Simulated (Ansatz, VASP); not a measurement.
## One calculation of Pd, two programs

```
Pd
1.0
    -1.57228    1.57228    1.57228
     1.57228   -1.57228    1.57228
     1.57228    1.57228   -1.57228
Pd
1
Direct
  0.00000 0.00000 0.00000
```

This isn't the form of Pd at room conditions, which is fcc.

Alike in both runs: task single point; functional PBE; k mesh 12 × 12 × 12; occupations gaussian, width 0.02 eV; no spin polarisation.

```csv
,VASP,Ansatz
version,VASP 6.6.1,Ansatz 0.2.0
potentials or method,"VASP PAW PBE potentials, release 64 (Pd), cutoff 520 eV","all-electron LAPW, scalar-relativistic"
```

|  | VASP | Ansatz | Ansatz less VASP |
| --- | --- | --- | --- |
| gap on the k mesh at the Fermi level (eV) | none | none | - |
| pressure (GPa) | -1.5 | -1.3 | +0.20 |

A gap of «none» marks a metal or a gap that the smearing closes. Ansatz ran all-electron here, so the differences hold the error of VASP's frozen core and of both bases.
